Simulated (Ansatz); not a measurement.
**Y, one cell by several methods**

```xyz
1
Lattice="0.0000 2.4850 2.4850 2.4850 0.0000 2.4850 2.4850 2.4850 0.0000" Properties=species:S:1:pos:R:3 pbc="T T T"
Y     0.0000    0.0000    0.0000
```

The cell is COD entry 1534898, as deposited and not checked against the literature; nothing was relaxed.

Levels of theory: DFT, PBE, PAW with Ansatz's default frozen-core files, scalar-relativistic (Ansatz 0.2.0); DFT, PBE, all-electron LAPW, scalar-relativistic (Ansatz 0.2.0).

For PAW: a Γ-centred 13×13×13 k mesh, Fermi–Dirac smearing of 0.05 eV, cutoff 420 eV, no spin polarisation. LAPW targets a basis error of 1 meV/atom. The Ansatz runs share mesh, smearing and spin set-up. Plane-wave (PAW) pressures include the program's estimate of the Pulay term.

Stress and pressure are positive in compression.

Levels count from the Fermi level.

PAW results:

```tsv
quantity	PAW
pressure (GPa)	2.40
highest filled level at W (eV)	-0.822
lowest empty level at W (eV)	0.288
highest filled level at Γ (eV)	-4.790
lowest empty level at Γ (eV)	1.854
highest filled level at X (eV)	-0.978
lowest empty level at X (eV)	2.342
```

Task: What does all-electron LAPW give for the same quantities?

Result: 
```csv
quantity,LAPW
pressure (GPa),2.40
highest filled level at W (eV),-0.822
lowest empty level at W (eV),0.288
highest filled level at Γ (eV),-4.790
lowest empty level at Γ (eV),1.854
highest filled level at X (eV),-0.978
lowest empty level at X (eV),2.342
```
